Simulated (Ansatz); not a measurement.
# CdTe (F-43m) in Ansatz: further runs

Runs on CdTe. Level: PBEsol. Tasks: band structure.

Program: Ansatz 0.2.0. These are calculated values, not measurements. Logs are shortened: lines on timing, memory, paths and dates and some standing lists are left out, and cuts for length are marked.

**Measured values to compare with.**

A printed reference work, data compilation reports, for a bulk crystal of CdTe at 0 K: band gap 1.607 eV.

How close the calculation comes is told below.

## Step 1: The crystal as given

Symmetry: F-43m, No. 216, cubic system. The conventional cell has a = 6.410 Å, b = 6.410 Å, c = 6.410 Å, α = 90.00°, β = 90.00°, γ = 90.00°. Around Te (site symmetry -43m) lie 4 Cd at 2.78 Å. Cd (site symmetry -43m) has 4 Te at 2.78 Å as nearest neighbours.

## Step 2: Band structure, PBEsol

Contents of input.yaml:

```yaml
crystal:
  lattice:
    - [0.0, 3.205, 3.205]
    - [3.205, 0.0, 3.205]
    - [3.205, 3.205, 0.0]
  atoms:
    - { symbol: Te, position: [0.75, 0.75, 0.75] }
    - { symbol: Cd, position: [0.0, 0.0, 0.0] }
kpoints:
  mp_grid: { grid: [7, 7, 7] }
  band_path:
    path:
      - [0.0, 0.0, 0.0]
      - [0.5, 0.0, 0.5]
      - [0.5, 0.25, 0.75]
      - [0.375, 0.375, 0.75]
      - [0.0, 0.0, 0.0]
      - [0.5, 0.5, 0.5]
      - [0.625, 0.25, 0.625]
      - [0.5, 0.25, 0.75]
    npoints: 12
scf:
  occupations: { method: fermi_dirac, width: 0.05 }
hamiltonian:
  xc: pbesol
  pseudopotentials: { kind: all_electron, lapw: { basis_error: 0.001 } }
output:
  forces: true
  stress: true
  eigenvalues: true
```

Potentials or basis: all-electron LAPW, scalar-relativistic.

Started as:

```bash
$ ansatz run input.yaml --threads 1 --pin off --max-ram 3072MiB --backend cpu --events-out ev --progress --plain --runs-dir out
```

Log:

```text
Warning: RAYON_NUM_THREADS=1 ignored (pool sized by the plan → 1); use --threads N
LAPW: plane waves up to 8.259 Å⁻¹, error target 1.0e-3 eV per atom; small_component_spin mean_spin; Cd in spheres of 1.398 Å, 20 of its electrons in bands, Dirac shells []; Te in spheres of 1.378 Å, 24 of its electrons in bands, Dirac shells [] (how accurate: hamiltonian.pseudopotentials.lapw.basis_error, Limitations)
Engine: ansatz 0.2.0, x86_64-unknown-linux-gnu
Pseudopotentials: kind: all_electron
Pseudopotential: Te, LAPW, valence charge 24, lapw/all_electron/scalar/gaussian/Te, Koelling and Harmon's equation, gaussian nucleus
Pseudopotential: Cd, LAPW, valence charge 20, lapw/all_electron/scalar/gaussian/Cd, Koelling and Harmon's equation, gaussian nucleus
Functional definition: PBEsol
  exchange = pbesol_x
  correlation = pbesol_c
Crystal: 2 atoms, lattice volume = 65.844 Å³
Basis set: ecut = 259.8598291877953 eV, 609 PW (Γ), exchange–correlation at level 2
Bands: 27, of which v1, the nominal top of the filled ones, is band 22 counted from 1 (21 counted from 0)
Symmetry: 24 space group operations
Space group: F-43m (ITA 216), of the structure as read, at distance tolerance 4.0e-5 Å
k-points: 20 of 343 (time reversal used)
Non-local potential: Te, projectors of the file, none
Non-local potential: Cd, projectors of the file, none
Initial density: superposition of atomic densities (chi_scale 0.1, normalization cell, long waves kept (reshape's long-wave potential 0.00 eV rms))
Initial wavefunctions: plane waves of lowest kinetic energy (no species holds an atomic orbital)
Functional: x = pbesol(κ = 0.804, μ = 0.12345679012345678), c = pbesol(β = 0.046)
iter 1 solved again at ethr=1.15e-3 eV; its pass at ethr=1.00e-1 eV (dr2=5.08e-1 eV) is discarded
SCF iter   1: F=—  HF=-336972.000887 eV  |F-HF|=—  |Δ(HF+E_count)|=         —  Δρ=2.00e-2  dr2=5.09e-1  ethr=1.15e-3  ⟨swp⟩=2.0  Hψ=3486  notcnv=0
preconditioner: auto → none  [insulator: Δε(μ)=1.047 eV  Ē_g=11.677 eV  σ=0.050 eV  W_gap=1.00  n_scr=14 (ndim 8)  ℏωp=19.4 eV  f_vac=0.204  D(μ)=0.00/eV (n_scr^D=0)  ε∞_Penn≈3.8]
iter 2 solved again at ethr=4.64e-5 eV; its pass at ethr=1.15e-3 eV (dr2=2.04e-2 eV) is discarded
SCF iter   2: F=—  HF=-336971.796264 eV  |F-HF|=—  |Δ(HF+E_count)|=   2.05e-1  Δρ=6.24e-3  dr2=2.04e-2  ethr=4.64e-5  ⟨swp⟩=2.0  Hψ=2774  notcnv=0
SCF iter   3: F=—  HF=-336971.768314 eV  |F-HF|=—  |Δ(HF+E_count)|=   2.79e-2  Δρ=3.68e-3  dr2=8.19e-3  ethr=4.64e-5  ⟨swp⟩=2.6  Hψ=1651  notcnv=0
SCF iter   4: F=—  HF=-336971.766806 eV  |F-HF|=—  |Δ(HF+E_count)|=   1.51e-3  Δρ=1.20e-3  dr2=9.71e-4  ethr=1.86e-5  ⟨swp⟩=2.0  Hψ=1536  notcnv=0
SCF iter   5: F=—  HF=-336971.766714 eV  |F-HF|=—  |Δ(HF+E_count)|=   9.18e-5  Δρ=1.84e-4  dr2=1.55e-5  ethr=2.21e-6  ⟨swp⟩=2.0  Hψ=1536  notcnv=0
SCF iter   6: F=—  HF=-336971.766718 eV  |F-HF|=—  |Δ(HF+E_count)|=   3.74e-6  Δρ=2.95e-5  dr2=4.40e-7  ethr=3.52e-8  ⟨swp⟩=2.1  Hψ=1538  notcnv=0
SCF iter   7: F=-336971.766719 eV  HF=-336971.766719 eV  |F-HF|=1.55e-8  |Δ(HF+E_count)|=   9.04e-7  Δρ=3.29e-6  dr2=7.51e-9  ethr=9.99e-10  ⟨swp⟩=3.0  Hψ=1608  notcnv=0
SCF 1 converged in 7 iterations: F = -336971.766719 eV  dr2 = 7.51e-9
NSCF: frozen V_eff on 85 k-points
SCF converged after 7 iterations
Free energy (F): -336971.766719 eV
Harris-Foulkes:  -336971.766719 eV  (|F-HF|=1.55e-8)
Internal energy: -336971.766714 eV  (E = F + TS)
E sigma→0 (E₀):  -336971.766717 eV
Entropy (-TS):   -0.000005 eV (-0.002 meV/atom)
Fermi energy:    9.617733 eV
--- Per-component energies (eV) ---
  E_band       = -1623.919062
  E_kinetic    = 354549.531088
  E_xc         = -8850.499860
  E_electrostatic = -682670.797943  (all electrons and nuclei)
  E_smearing   = -0.000005  (= −TS)
  E_closure    = 0.000000  (closes the sum)
  E_atoms      = -336966.303613  (free atoms, spherical and without spin; not in F)
  Σ components = -336971.766719   (vs F -336971.766719, Δ=0.00e0)
  Basis errors (estimates in eV, not in F): energy 4.3e-4 per atom: plane waves 4.0e-4 (2.3e-4 summed), levels above the bands 1.6e-71, relativity 1.6e-8, radial functions 3.0e-5, core shells 4.2e-7; eigenvalues (radial functions only) 1.2e-6; not estimated: angular momenta, meshes, grids; target (lapw.basis_error) 1.0e-3; muffin-tin radii Cd 1.398 Å, Te 1.378 Å
--- Forces (eV/Å), atoms counted from 1 ---
  atom   1  Te    -0.00000000     0.00000000     0.00000000
  atom   2  Cd     0.00000000    -0.00000000    -0.00000000
  max |Σ_I F_I| component: 2.31e-17 eV/Å
--- Stress (GPa, compression-positive) ---
        1.683611      -0.000000       0.000000
       -0.000000       1.683611       0.000000
        0.000000       0.000000       1.683611
  P = ⅓ Tr σ = 1.6836 GPa (16.836 kbar)
--- Band table (eV; the first three rows and the last of 20) ---
  k-point 0: bands = ["-149.2872", "-99.3912", "-99.3912", "-99.3912", "-92.8629", "-53.9571", "-53.9571", "-53.9571", "-26.8438", "-26.8438", "-26.8438", "-26.8340", "-26.8340", "-2.2019", "0.8368", "0.8368", "0.8368", "1.1273", "1.1273", "9.2085", "9.2085", "9.2085", "9.9655", "13.7501", "13.7501", "13.7501", "16.5428"]
  k-point 1: bands = ["-149.2872", "-99.3912", "-99.3912", "-99.3912", "-92.8629", "-53.9572", "-53.9571", "-53.9571", "-26.8438", "-26.8438", "-26.8438", "-26.8340", "-26.8340", "-2.1195", "0.8526", "0.8526", "0.8977", "1.1260", "1.1260", "7.7016", "9.0194", "9.0194", "10.9631", "13.7731", "14.0296", "14.0296", "17.4404"]
  k-point 2: bands = ["-149.2872", "-99.3912", "-99.3912", "-99.3912", "-92.8629", "-53.9572", "-53.9572", "-53.9572", "-26.8439", "-26.8436", "-26.8436", "-26.8339", "-26.8339", "-1.9328", "0.8845", "0.8845", "1.1116", "1.1277", "1.1277", "5.9517", "8.6582", "8.6582", "11.1470", "14.3711", "14.3711", "14.9232", "17.2130"]
  k-point 19: bands = ["-149.2872", "-99.3912", "-99.3912", "-99.3912", "-92.8629", "-53.9572", "-53.9572", "-53.9572", "-26.8440", "-26.8436", "-26.8432", "-26.8340", "-26.8336", "-1.6411", "0.9636", "0.9803", "1.0914", "1.1297", "1.7148", "4.8394", "6.5179", "7.2552", "12.8610", "13.9953", "15.0892", "15.8663", "18.1203"]
```

It took 47 s on 1 thread of Intel Xeon at 2.50GHz (Skylake/Cascade Lake), shared host; peak memory 0.32 GiB.

Results:

| Quantity | Value |
| --- | --- |
| Free energy | -336971.7667 eV |
| Pressure | 1.7 GPa |
| Band gap on the k mesh | 0.76 eV, direct |
| Band gap along the path | 0.76 eV, direct |

Levels at the corners of the path, in eV from the valence-band top:
```tsv
point	band 20	band 21	band 22	band 23	band 24	band 25
Γ	0.00	0.00	0.00	0.76	4.54	4.54
X	-4.50	-2.00	-2.00	2.43	2.60	8.88
W	-4.38	-2.48	-2.37	4.34	4.58	5.52
K	-4.40	-2.74	-1.66	2.79	4.50	7.32
Γ	0.00	0.00	0.00	0.76	4.54	4.54
L	-4.66	-0.83	-0.83	1.77	5.14	5.14
U	-4.40	-2.74	-1.66	2.79	4.50	7.32
W	-4.38	-2.48	-2.37	4.34	4.58	5.52
```

Caveat: spin-orbit coupling is left out, which moves the levels of the heavy elements.

## Step 3: Band structure, PBEsol

Edit input.yaml of step 2 so:

```diff
@@ -25,3 +25,6 @@
   xc: pbesol
-  pseudopotentials: { kind: all_electron, lapw: { basis_error: 0.001 } }
+  pseudopotentials:
+    kind: all_electron
+    lapw: { basis_error: 0.001 }
+    relativity: none
 output:
```

Potentials or basis: all-electron LAPW, non-relativistic.

Started as:

```bash
$ ansatz run input.yaml --threads 1 --pin off --max-ram 3072MiB --backend cpu --events-out ev --progress --plain --runs-dir out
```

It took 49 s on 1 thread of Intel Xeon at 2.50GHz (Skylake/Cascade Lake), shared host; peak memory 0.32 GiB.

Results (log left out):

```yaml
Free_energy: -328601.9153 eV
Pressure: 3.7 GPa
Band_gap_on_the_k_mesh: 1.93 eV, direct
Band_gap_along_the_path: 1.93 eV, direct
```

Levels at the corners of the path, in eV from the valence-band top:
| point | band 18 | band 19 | band 20 | band 21 | band 22 | band 23 | band 24 | band 25 | band 26 | band 27 |
| --- | --- | --- | --- | --- | --- | --- | --- | --- | --- | --- |
| Γ | -8.74 | -8.74 | 0.00 | 0.00 | 0.00 | 1.93 | 4.51 | 4.51 | 4.51 | 7.77 |
| X | -8.71 | -7.70 | -4.22 | -1.97 | -1.97 | 2.48 | 2.83 | 9.17 | 9.36 | 9.36 |
| W | -8.74 | -7.61 | -4.05 | -2.50 | -2.35 | 4.49 | 4.78 | 5.76 | 6.08 | 9.88 |
| K | -8.73 | -7.67 | -4.09 | -2.74 | -1.63 | 2.96 | 4.68 | 7.42 | 7.47 | 8.09 |
| Γ | -8.74 | -8.74 | 0.00 | 0.00 | 0.00 | 1.93 | 4.51 | 4.51 | 4.51 | 7.77 |
| L | -8.74 | -8.00 | -4.45 | -0.81 | -0.81 | 2.44 | 5.05 | 5.05 | 6.90 | 8.92 |
| U | -8.73 | -7.67 | -4.09 | -2.74 | -1.63 | 2.96 | 4.68 | 7.42 | 7.47 | 8.09 |
| W | -8.74 | -7.61 | -4.05 | -2.50 | -2.35 | 4.49 | 4.78 | 5.76 | 6.08 | 9.88 |

Caveat: relativity is left out, which matters for the heavier elements; spin-orbit coupling is left out, which moves the levels of the heavy elements.

## Step 4: Band structure, PBEsol

Edit input.yaml of step 3 so:

```diff
@@ -25,6 +25,3 @@
   xc: pbesol
-  pseudopotentials:
-    kind: all_electron
-    lapw: { basis_error: 0.001 }
-    relativity: none
+  pseudopotentials: { kind: all_electron, datasets: crystal }
 output:
@@ -33 +30,3 @@
   eigenvalues: true
+  elf: true
+  volumetric_format: npy
```

Potentials or basis: all-electron PAW datasets made for the crystal.

Started as:

```bash
$ ansatz run input.yaml --threads 1 --pin off --max-ram 3072MiB --backend cpu --events-out ev --progress --plain --runs-dir out
```

It took 54 s on 1 thread of Intel Xeon at 2.50GHz (Skylake/Cascade Lake), shared host; peak memory 0.59 GiB.

The run converged. Its results:

```yaml
Free_energy: -336971.7674 eV
Pressure: 1.7 GPa
Band_gap_on_the_k_mesh: 0.76 eV, direct
Band_gap_along_the_path: 0.76 eV, direct
```

Levels at the corners of the path, in eV from the valence-band top:
| point | band 6 | band 7 | band 8 | band 9 | band 10 | band 11 | band 12 | band 13 |
| --- | --- | --- | --- | --- | --- | --- | --- | --- |
| Γ | -8.08 | 0.00 | 0.00 | 0.00 | 0.76 | 4.54 | 4.54 | 4.54 |
| X | -7.56 | -4.50 | -2.00 | -2.00 | 2.43 | 2.60 | 8.88 | 9.25 |
| W | -7.47 | -4.38 | -2.48 | -2.37 | 4.34 | 4.58 | 5.52 | 6.20 |
| K | -7.51 | -4.40 | -2.74 | -1.66 | 2.79 | 4.50 | 7.32 | 7.50 |
| Γ | -8.08 | 0.00 | 0.00 | 0.00 | 0.76 | 4.54 | 4.54 | 4.54 |
| L | -7.71 | -4.66 | -0.83 | -0.83 | 1.77 | 5.14 | 5.14 | 6.93 |
| U | -7.51 | -4.40 | -2.74 | -1.66 | 2.79 | 4.50 | 7.32 | 7.50 |
| W | -7.47 | -4.38 | -2.48 | -2.37 | 4.34 | 4.58 | 5.52 | 6.20 |

Caveat: spin-orbit coupling is left out, which moves the levels of the heavy elements.

## Step 5: Band structure, PBEsol

Edit input.yaml of step 4 so:

```diff
@@ -25,3 +25,6 @@
   xc: pbesol
-  pseudopotentials: { kind: all_electron, datasets: crystal }
+  pseudopotentials:
+    kind: all_electron
+    lapw: { basis_error: 0.001 }
+    dirac_shells: { Cd: ["3p", "3d"], Te: ["3p", "3d"] }
 output:
@@ -30,3 +33 @@
   eigenvalues: true
-  elf: true
-  volumetric_format: npy
```

Potentials or basis: all-electron LAPW, inner shells corrected to Dirac's equation.

Started as:

```bash
$ ansatz run input.yaml --threads 1 --pin off --max-ram 3072MiB --backend cpu --events-out ev --progress --plain --runs-dir out
```

It took 45 s on 1 thread of Intel Xeon at 2.50GHz (Skylake/Cascade Lake), shared host; peak memory 0.32 GiB.

It converged, with:

```yaml
Free_energy: -337069.6074 eV
Pressure: 1.7 GPa
Band_gap_on_the_k_mesh: 0.76 eV, direct
Band_gap_along_the_path: 0.76 eV, direct
```

Levels at the corners of the path, in eV from the valence-band top:
```csv
point,band 18,band 19,band 20,band 21,band 22,band 23,band 24,band 25,band 26,band 27
Γ,-8.08,-8.08,0.00,0.00,0.00,0.76,4.54,4.54,4.54,7.33
X,-8.05,-7.56,-4.50,-2.00,-2.00,2.42,2.60,8.88,9.25,9.25
W,-8.08,-7.47,-4.38,-2.48,-2.37,4.34,4.58,5.52,6.20,9.76
K,-8.07,-7.51,-4.40,-2.74,-1.66,2.79,4.50,7.32,7.50,7.85
Γ,-8.08,-8.08,0.00,0.00,0.00,0.76,4.54,4.54,4.54,7.33
L,-8.07,-7.71,-4.66,-0.83,-0.83,1.77,5.14,5.14,6.93,8.63
U,-8.07,-7.51,-4.40,-2.74,-1.66,2.79,4.50,7.32,7.50,7.85
W,-8.08,-7.47,-4.38,-2.48,-2.37,4.34,4.58,5.52,6.20,9.76
```

Caveat: spin-orbit coupling is left out, which moves the levels of the heavy elements.

## Step 6: Summary

```tsv
potentials or basis	cutoff (eV)	basis error allowed	gap on the mesh (eV)	pressure (GPa)
all-electron LAPW, scalar-relativistic	260	0.001 eV/atom	0.76	1.7
all-electron LAPW, non-relativistic	260	0.001 eV/atom	1.93	3.7
all-electron PAW datasets made for the crystal	240	-	0.76	1.7
all-electron LAPW, inner shells corrected to Dirac's equation	260	0.001 eV/atom	0.76	1.7
```

Alike in all rows: task band structure; level PBEsol; no spin polarisation; cell as given; k mesh 7 × 7 × 7; smearing fermi-dirac 0.05 eV.

Caveats: spin-orbit coupling is left out, which moves the levels of the heavy elements; relativity is left out, which matters for the heavier elements (some runs).

Compare energies only between runs with the same functional and basis.

## Step 7: Comparison with measurements

Step 2. Against the measured gap of CdTe, 1.607 eV (0 K; a printed reference work, data compilation), the calculated 0.76 eV is off by -0.85 eV. Spin-orbit coupling on Cd, Te is left out. The value is that of PBEsol, without temperature or zero-point motion. Semilocal functionals fall short of measured gaps as a rule.

Step 3. A measured gap of CdTe is 1.607 eV (0 K; a printed reference work, data compilation); the calculated 1.93 eV misses it by +0.33 eV. Spin-orbit coupling on Cd, Te is left out. The value is that of PBEsol, without temperature or zero-point motion.

Step 4. Against the measured gap of CdTe, 1.607 eV (0 K; a printed reference work, data compilation), the calculated 0.76 eV is off by -0.85 eV. Spin-orbit coupling on Cd, Te is left out. The value is that of PBEsol, without temperature or zero-point motion. Semilocal functionals fall short of measured gaps as a rule.

Step 5. Measured gap of CdTe: 1.607 eV (0 K; a printed reference work, data compilation). This calculation gives 0.76 eV (-0.85 eV). Spin-orbit coupling on Cd, Te is left out. The value is that of PBEsol, without temperature or zero-point motion. Semilocal functionals fall short of measured gaps as a rule.
